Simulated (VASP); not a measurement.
# SiC (Moissanite 3C) (F-43m) in VASP: a series of runs

The runs below take SiC (Moissanite 3C) through electron localisation function, single point, with PBEsol, PBE.

All numbers are computed with VASP 6.6.1; they aren't measurements. Logs are shortened: lines on timing, memory, paths and dates and some standing lists are left out, and cuts for length are marked.

**Measured values to compare with.**

From “Insight into the structural, elastic and electronic properties of a new orthorhombic 6O-SiC polytype”, 2020, pmc:7200658, for a bulk crystal of SiC: band gap 2.4 eV (indirect).

The results are compared with them further down.

## Step 1: The structure

The structure is cubic, space group F-43m (No. 216). The conventional cell has a = 4.358 Å, b = 4.358 Å, c = 4.358 Å, α = 90.00°, β = 90.00°, γ = 90.00°. Around Si (site symmetry -43m) lie 4 C at 1.89 Å. C (site symmetry -43m) has 4 Si at 1.89 Å as nearest neighbours.

## Step 2: Electron localisation function, PBEsol

Input file INCAR:

```
PREC = Accurate ; ENCUT = 900
EDIFF = 1E-7 ; ISMEAR = -1
SIGMA = 0.1 ; LREAL = False
LASPH = True ; NELM = 80
ALGO = Conjugate ; ISIF = 2
LWAVE = False ; LCHARG = True
GGA = PS ; LELF = True
ISYM = 1
```

Input file SiC.cif:

```cif
data_SiC
_cell_length_a 4.35800000
_cell_length_b 4.35800000
_cell_length_c 4.35800000
_cell_angle_alpha 90.00000000
_cell_angle_beta 90.00000000
_cell_angle_gamma 90.00000000
_space_group_name_H-M_alt 'F-43m'
_space_group_name_Hall 'F -4 2 3'
_space_group_IT_number 216
loop_
_space_group_symop_operation_xyz
'x,y,z'
'y,-x,-z'
'-x,-y,z'
'-y,x,-z'
'x,-y,-z'
'y,x,z'
'-x,y,-z'
'-y,-x,z'
'z,x,y'
'-z,y,-x'
'z,-x,-y'
'-z,-y,x'
'-z,x,-y'
'z,y,x'
'-z,-x,y'
'z,-y,-x'
'y,z,x'
'-x,-z,y'
'-y,z,-x'
'x,-z,-y'
'-y,-z,x'
'x,z,y'
'y,-z,-x'
'-x,z,-y'
'x,y+1/2,z+1/2'
'y,-x+1/2,-z+1/2'
'-x,-y+1/2,z+1/2'
'-y,x+1/2,-z+1/2'
'x,-y+1/2,-z+1/2'
'y,x+1/2,z+1/2'
'-x,y+1/2,-z+1/2'
'-y,-x+1/2,z+1/2'
'z,x+1/2,y+1/2'
'-z,y+1/2,-x+1/2'
'z,-x+1/2,-y+1/2'
'-z,-y+1/2,x+1/2'
'-z,x+1/2,-y+1/2'
'z,y+1/2,x+1/2'
'-z,-x+1/2,y+1/2'
'z,-y+1/2,-x+1/2'
'y,z+1/2,x+1/2'
'-x,-z+1/2,y+1/2'
'-y,z+1/2,-x+1/2'
'x,-z+1/2,-y+1/2'
'-y,-z+1/2,x+1/2'
'x,z+1/2,y+1/2'
'y,-z+1/2,-x+1/2'
'-x,z+1/2,-y+1/2'
'x+1/2,y,z+1/2'
'y+1/2,-x,-z+1/2'
'-x+1/2,-y,z+1/2'
'-y+1/2,x,-z+1/2'
'x+1/2,-y,-z+1/2'
'y+1/2,x,z+1/2'
'-x+1/2,y,-z+1/2'
'-y+1/2,-x,z+1/2'
'z+1/2,x,y+1/2'
'-z+1/2,y,-x+1/2'
'z+1/2,-x,-y+1/2'
'-z+1/2,-y,x+1/2'
'-z+1/2,x,-y+1/2'
'z+1/2,y,x+1/2'
'-z+1/2,-x,y+1/2'
'z+1/2,-y,-x+1/2'
'y+1/2,z,x+1/2'
'-x+1/2,-z,y+1/2'
'-y+1/2,z,-x+1/2'
'x+1/2,-z,-y+1/2'
'-y+1/2,-z,x+1/2'
'x+1/2,z,y+1/2'
'y+1/2,-z,-x+1/2'
'-x+1/2,z,-y+1/2'
'x+1/2,y+1/2,z'
'y+1/2,-x+1/2,-z'
'-x+1/2,-y+1/2,z'
'-y+1/2,x+1/2,-z'
'x+1/2,-y+1/2,-z'
'y+1/2,x+1/2,z'
'-x+1/2,y+1/2,-z'
'-y+1/2,-x+1/2,z'
'z+1/2,x+1/2,y'
'-z+1/2,y+1/2,-x'
'z+1/2,-x+1/2,-y'
'-z+1/2,-y+1/2,x'
'-z+1/2,x+1/2,-y'
'z+1/2,y+1/2,x'
'-z+1/2,-x+1/2,y'
'z+1/2,-y+1/2,-x'
'y+1/2,z+1/2,x'
'-x+1/2,-z+1/2,y'
'-y+1/2,z+1/2,-x'
'x+1/2,-z+1/2,-y'
'-y+1/2,-z+1/2,x'
'x+1/2,z+1/2,y'
'y+1/2,-z+1/2,-x'
'-x+1/2,z+1/2,-y'
loop_
_atom_site_label
_atom_site_type_symbol
_atom_site_symmetry_multiplicity
_atom_site_Wyckoff_symbol
_atom_site_fract_x
_atom_site_fract_y
_atom_site_fract_z
_atom_site_occupancy
Si1 Si 4 a 0.0000000000 0.0000000000 0.0000000000 1
C1 C 4 c 0.2500000000 0.2500000000 0.2500000000 1
```

Input file KPOINTS:

```
regular mesh
0
Gamma
  6 6 6
```

Input file POSCAR:

```
Si C 
 1.0000000000000000
     4.3579999999999997    0.0000000000000000    0.0000000000000000
     0.0000000000000000    4.3579999999999997    0.0000000000000000
     0.0000000000000000    0.0000000000000000    4.3579999999999997
 Si  C  
   4   4
Cartesian
  0.0000000000000000  0.0000000000000000  0.0000000000000000
  0.0000000000000000  2.1789999999999998  2.1789999999999998
  2.1789999999999998  0.0000000000000000  2.1789999999999998
  2.1789999999999998  2.1789999999999998  0.0000000000000000
  1.0894999999999999  1.0894999999999999  1.0894999999999999
  1.0894999999999999  3.2684999999999995  3.2684999999999995
  3.2684999999999995  3.2684999999999995  1.0894999999999999
  3.2684999999999995  1.0894999999999999  3.2684999999999995
```

Potentials or basis: VASP PAW PBE potentials, release 64 (Si, C_h).

Started as:

```
$ ase convert -i cif -o vasp SiC.cif POSCAR
$ cat potpaw_PBE.64/Si/POTCAR potpaw_PBE.64/C_h/POTCAR > POTCAR
$ mpirun -np 1 vasp_std > vasp.out
```

OUTCAR:

```text
PREC = Accurate
   ENCUT = 900
   EDIFF = 1E-7
   ISMEAR = -1
   LREAL = False
   LASPH = True
   NELM = 80
   ISIF = 2
   GGA = PS
   ISYM = 1

 ion  position               nearest neighbor table
   1  0.000  0.000  0.000-   5 1.89   6 1.89   7 1.89   8 1.89   3 3.08   4 3.08   2 3.08   2 3.08
                             3 3.08   2 3.08   4 3.08   2 3.08   3 3.08   4 3.08   3 3.08   4 3.08
   2  0.000  0.500  0.500-   5 1.89   6 1.89   7 1.89   8 1.89   3 3.08   4 3.08   1 3.08   1 3.08
                             4 3.08   1 3.08   3 3.08   1 3.08   3 3.08   4 3.08   4 3.08   3 3.08
   3  0.500  0.000  0.500-   5 1.89   6 1.89   7 1.89   8 1.89   2 3.08   4 3.08   1 3.08   1 3.08
                             4 3.08   2 3.08   4 3.08   4 3.08   1 3.08   2 3.08   1 3.08   2 3.08
   4  0.500  0.500  0.000-   5 1.89   6 1.89   7 1.89   8 1.89   2 3.08   3 3.08   1 3.08   2 3.08
                             3 3.08   1 3.08   3 3.08   3 3.08   1 3.08   2 3.08   2 3.08   1 3.08
   5  0.250  0.250  0.250-   1 1.89   2 1.89   3 1.89   4 1.89
   6  0.250  0.750  0.750-   1 1.89   2 1.89   3 1.89   4 1.89
   7  0.750  0.750  0.250-   1 1.89   2 1.89   3 1.89   4 1.89
   8  0.750  0.250  0.750-   1 1.89   2 1.89   3 1.89   4 1.89

  LATTYP: Found a simple cubic cell.
 ALAT       =     4.3580000000

  Lattice vectors:

 A1 = (   4.3580000000,   0.0000000000,   0.0000000000)
 A2 = (   0.0000000000,   4.3580000000,   0.0000000000)
 A3 = (   0.0000000000,   0.0000000000,   4.3580000000)

Analysis of symmetry for initial positions (statically):
=====================================================================
 Subroutine PRICEL returns following result:

  LATTYP: Found a face centered cubic cell.
 ALAT       =     4.3580000000

  Lattice vectors:

 A1 = (   2.1790000000,  -2.1790000000,   0.0000000000)
 A2 = (   2.1790000000,   0.0000000000,   2.1790000000)
 A3 = (   0.0000000000,  -2.1790000000,   2.1790000000)

   4 primitive cells build up your supercell.

 Routine SETGRP: Setting up the symmetry group for a
 simple cubic supercell.

 Subroutine GETGRP returns: Found 24 space group operations
 (whereof 24 operations were pure point group operations)
 out of a pool of 48 trial point group operations.

The static configuration has the point symmetry T_d .

Analysis of symmetry for dynamics (positions and initial velocities):
=====================================================================
 Subroutine PRICEL returns following result:

  LATTYP: Found a face centered cubic cell.
 ALAT       =     4.3580000000

  Lattice vectors:

 A1 = (   2.1790000000,  -2.1790000000,   0.0000000000)
 A2 = (   2.1790000000,   0.0000000000,   2.1790000000)
 A3 = (   0.0000000000,  -2.1790000000,   2.1790000000)

   4 primitive cells build up your supercell.

 Routine SETGRP: Setting up the symmetry group for a
 simple cubic supercell.

 Subroutine GETGRP returns: Found 24 space group operations
 (whereof 24 operations were pure point group operations)
 out of a pool of 48 trial point group operations.

The dynamic configuration has the point symmetry T_d .

 Subroutine INISYM returns: Found 24 space group operations
 (whereof 24 operations are pure point group operations),
 and found     4 'primitive' translations

----------------------------------------------------------------------------------------

                                     Primitive cell

  volume of cell :      20.6920

[... 33 lines left out ...]
     0.038243843  0.038243843  0.038243843

  Shift w.r.t. Gamma in fractional coordinates (k-lattice)
     0.000000000  0.000000000  0.000000000

 Subroutine IBZKPT returns following result:
 ===========================================

 Found     20 irreducible k-points:

 Following reciprocal coordinates:
            Coordinates               Weight
  0.000000  0.000000  0.000000      1.000000
  0.166667  0.000000  0.000000      6.000000
  0.333333  0.000000  0.000000      6.000000
  0.500000  0.000000  0.000000      3.000000
  0.166667  0.166667  0.000000     12.000000
  0.333333  0.166667  0.000000     24.000000
[... 12 lines left out ...]
  0.500000  0.500000  0.333333      6.000000
  0.500000  0.500000  0.500000      1.000000
   k-points           NKPTS =     20   k-points in BZ     NKDIM =     20   number of bands    NBANDS=     21
   number of dos      NEDOS =    301   number of ions     NIONS =      8
   total plane-waves  NPLWV = 110592
   dimension x,y,z NGX =    48 NGY =   48 NGZ =   48
   dimension x,y,z NGXF=    96 NGYF=   96 NGZF=   96
   ions per type =               4   4
   NGX,Y,Z   is equivalent  to a cutoff of  18.31, 18.31, 18.31 a.u.
   NGXF,Y,Z  is equivalent  to a cutoff of  36.62, 36.62, 36.62 a.u.
 SYSTEM =  unknown system
   PREC   = accura    normal or accurate (medium, high low for compatibility)
   ISTART =      0    job   : 0-new  1-cont  2-samecut
   ICHARG =      2    charge: 1-file 2-atom 10-const
   ISPIN  =      1    spin polarized calculation?
   LNONCOLLINEAR =      F non collinear calculations
   LSORBIT =      F    spin-orbit coupling
   LASPH  =      T    aspherical Exc in radial PAW
   ENCUT  =  900.0 eV  66.15 Ry    8.13 a.u.  10.66 10.66 10.66*2*pi/ulx,y,z
   NELM   =     80;   NELMIN=  2; NELMDL= -5     # of ELM steps
   EDIFF  = 0.1E-06   stopping-criterion for ELM
   LREAL  =      F    real-space projection
   EDIFFG = 0.1E-05   stopping-criterion for IOM
   NSW    =      0    number of steps for IOM
   IBRION =     -1    ionic relax: 0-MD 1-quasi-New 2-CG
   NFREE  =      0    steps in history (QN), initial steepest desc. (CG)
   ISIF   =      2    stress and relaxation
   ISYM   =      1    0-nonsym 1-usesym 2-fastsym
   POTIM  = 0.5000    time-step for ionic-motion
   TEBEG  =    0.0;   TEEND  =   0.0 temperature during run
   PSTRESS=    0.0 pullay stress
   NELECT =      32.0000    total number of electrons
   NUPDOWN=      -1.0000    fix difference up-down
   EMIN   =  10.00;   EMAX   =-10.00  energy-range for DOS
   EFERMI =   0.00;   METHOD = LEGACY
   ISMEAR =    -1;   SIGMA  =   0.10  broadening in eV -4-tet -1-fermi 0-gaus
   EFERMI_NEDOS =   21; number of points for ismear=-14 and -15
   IALGO  =     58    algorithm
   IMIX   =      4    mixing-type and parameters
     AMIX     =   0.40;   BMIX     =  1.00
     AMIX_MAG =   1.60;   BMIX_MAG =  1.00
  volume/ion in A,a.u.               =      10.35        69.82
  Fermi-wavevector in a.u.,A,eV,Ry     =   1.192626  2.253736 19.352338  1.422357
  Thomas-Fermi vector in A             =   2.328660
   LORBIT       =      0    0 simple, 1 ext, 2 COOP (PROOUT), +10 PAW based schemes
   GGA     = PS    functional components
   LHFCALC =     F    Hartree Fock is set to
   AEXX    =    0.0000 exact exchange contribution
   IVDW    =     0    specifies the selected vdW correction
   LEPSILON=     F    determine dielectric tensor
   LRPA    =     F    only Hartree local field effects (RPA)
 non-spin polarized calculation
  energy-cutoff  :      900.00
  volume of cell :       82.77
 maximum number of plane-waves:      5112
 NGX is ok and might be reduce to    48

 number of electron      32.0000000 magnetization

 Free energy of the ion-electron system (eV)
  ---------------------------------------------------
  ext. energy  EPLUGINS =         0.00000000
  ---------------------------------------------------
  free energy    TOTEN  =       -63.68946683 eV

  energy without entropy =      -63.68928265  energy(sigma->0) =      -63.68937474

 E-fermi :   9.0713     XC(G=0): -11.5434

 val. band max:        8.3873372686   @ k =   0.0000   0.0000   0.0000
 cond. band min:       9.6230884568   @ k =   0.0000   0.0000   0.0000
 fundamental gap:      1.2357511883
 Fermi energy:         9.0712981951

 k-point     1 :       0.0000    0.0000    0.0000
  band No.  band energies     occupation
      1      -7.0355      2.00000
      2      -1.9680      2.00000
      3      -1.9680      2.00000
      4      -1.9680      2.00000
      5       0.5555      2.00000
      6       0.5555      2.00000
[... 469 lines left out ...]
     20      13.7633      0.00000
     21      15.5286      0.00000

------------------------ aborting loop because EDIFF is reached ----------------------------------------

  FORCE on cell =-STRESS in cart. coord.  units (eV):
  Direction    XX          YY          ZZ          XY          YZ          ZX
  --------------------------------------------------------------------------------------
  -------------------------------------------------------------------------------------
  Total       -0.0137678     -0.0137678     -0.0137678      0.0000000      0.0000000     -0.0000000
  in kB       -0.2665109     -0.2665109     -0.2665109      0.0000000      0.0000000     -0.0000000
  external PRESSURE =      -0.2665109 kB  Pullay stress =       0.0000000 kB

 VOLUME and BASIS-vectors are now :
 -----------------------------------------------------------------------------
  energy-cutoff  :      900.00
  volume of cell :       82.77
      direct lattice vectors                 reciprocal lattice vectors
     4.358000000  0.000000000  0.000000000     0.229463056  0.000000000  0.000000000
     0.000000000  4.358000000  0.000000000     0.000000000  0.229463056  0.000000000
     0.000000000  0.000000000  4.358000000     0.000000000  0.000000000  0.229463056

 POSITION                                       TOTAL-FORCE (eV/Angst)
 -----------------------------------------------------------------------------------
      0.00000      0.00000      0.00000         0.000000      0.000000      0.000000
      0.00000      2.17900      2.17900         0.000000      0.000000      0.000000
      2.17900      0.00000      2.17900         0.000000      0.000000      0.000000
      2.17900      2.17900      0.00000         0.000000     -0.000000      0.000000
      1.08950      1.08950      1.08950        -0.000000      0.000000      0.000000
      1.08950      3.26850      3.26850         0.000000     -0.000000     -0.000000
      3.26850      3.26850      1.08950        -0.000000     -0.000000     -0.000000
      3.26850      1.08950      3.26850        -0.000000      0.000000     -0.000000
 -----------------------------------------------------------------------------------
    total drift:                                0.000000     -0.000000      0.000000

  FREE ENERGIE OF THE ION-ELECTRON SYSTEM (eV)
  ---------------------------------------------------
  free  energy   TOTEN  =       -63.6894668290 eV

  energy  without entropy=      -63.6892826687  energy(sigma->0) =      -63.68937475
```

Wall time 2.1 min (1 thread of AMD EPYC 7R13 (Zen 3), shared host); peak memory 0.37 GiB.

Results:

```
Free energy            : -63.6895 eV
Pressure               : 0.0 GPa
Band gap on the k mesh : 1.24 eV
```

Caveat: the cutoff is under 1.25 times the usual one of these potentials, so pressure, stress and relaxed cells hold a basis-set (Pulay) error; the PAW data sets were made with another functional, which shifts forces and pressure a little. A k mesh can miss the band edges.

## Step 3: Single point, PBE

This run uses another cell than the first one: it holds 2 atoms, not 8.

Input file INCAR:

```
SYSTEM = SiC
PREC = Accurate
ENCUT = 520
EDIFF = 1E-6
ISMEAR = 0
SIGMA = 0.013000000000000001
LREAL = .False.
LASPH = .True.
NELM = 100
ALGO = Normal
ISIF = 2
LWAVE = .False.
LCHARG = .False.
GGA = PE
NBANDS = 11
```

Input file KPOINTS:

```
regular mesh
0
Gamma
  10 10 10
  0 0 0
```

Input file POSCAR:

```
SiC
1.0
    0.0000000000      2.1790000000      2.1790000000
    2.1790000000      0.0000000000      2.1790000000
    2.1790000000      2.1790000000      0.0000000000
Si C
1 1
Direct
    0.0000000000      0.0000000000      0.0000000000
    0.7500000000      0.7500000000      0.7500000000
```

Potentials or basis: VASP PAW PBE potentials, release 64 (Si, C).

Started as:

```
$ cat potpaw_PBE.64/Si/POTCAR potpaw_PBE.64/C/POTCAR > POTCAR
$ mpirun -np 1 vasp_std > vasp.out
```

Wall time 14 s (1 thread of AMD EPYC 7R43 (Zen 3), shared host); peak memory 0.1 GiB.

It converged, with:

| Item | Value |
| --- | --- |
| Free energy | -15.0577 eV |
| Pressure | 3.2 GPa |
| Band gap on the k mesh | 1.36 eV, indirect (least direct gap 4.54 eV) |

Levels at points of the mesh, in eV from the valence-band top:
| k point | band 2 | band 3 | band 4 | band 5 | band 6 | band 7 |
| --- | --- | --- | --- | --- | --- | --- |
| (0.00, 0.00, 0.00) | 0.00 | 0.00 | 0.00 | 6.23 | 7.31 | 7.31 |
| (0.50, 0.00, 0.00) | -8.53 | -1.05 | -1.05 | 5.43 | 7.23 | 7.23 |
| (0.50, 0.50, 0.00) | -7.79 | -3.18 | -3.18 | 1.36 | 4.32 | 14.04 |

## Step 4: For comparison

An earlier run on the cell as given: functional PBE; potentials or basis VASP PAW PBE potentials, release 64 (Si, C); cutoff 520 eV; k mesh 10 × 10 × 10; occupations fermi-dirac, width 0.05 eV; no spin polarisation.

- Pressure: 3.2 GPa
- Band gap on the k mesh: 1.36 eV, indirect (least direct gap 4.54 eV)

## Step 5: Summary

```csv
task,level,potentials or basis,k mesh,cutoff (eV),smearing,other keys,gap on the mesh (eV),pressure (GPa)
electron localisation function,PBEsol,"VASP PAW PBE potentials, release 64 (Si, C_h)",6 × 6 × 6,900,fermi-dirac 0.1 eV,ISYM = 1; ALGO = Conjugate,1.24,0.0
single point,PBE,"VASP PAW PBE potentials, release 64 (Si, C)",10 × 10 × 10,520,gaussian 0.013 eV,-,1.36,3.2
single point,PBE,"VASP PAW PBE potentials, release 64 (Si, C)",10 × 10 × 10,520,fermi-dirac 0.05 eV,-,1.36,3.2
```

Alike in all rows: no spin polarisation; cell as given.

Caveats: the cutoff is under 1.25 times the usual one of these potentials, so pressure, stress and relaxed cells hold a basis-set (Pulay) error (some runs); the PAW data sets were made with another functional, which shifts forces and pressure a little (some runs).

Absolute energies hang on the potentials; compare differences alone.

## Step 6: How close it comes

Step 3. Measured gap of SiC: 2.4 eV (indirect; quoted in “Insight into the structural, elastic and electronic properties of a new orthorhombic 6O-SiC polytype”, 2020, pmc:7200658). This calculation gives 1.36 eV (-1.04 eV). The value is that of PBE on a finite k mesh, which can miss the band edges, without temperature or zero-point motion. Semilocal functionals fall short of measured gaps as a rule.
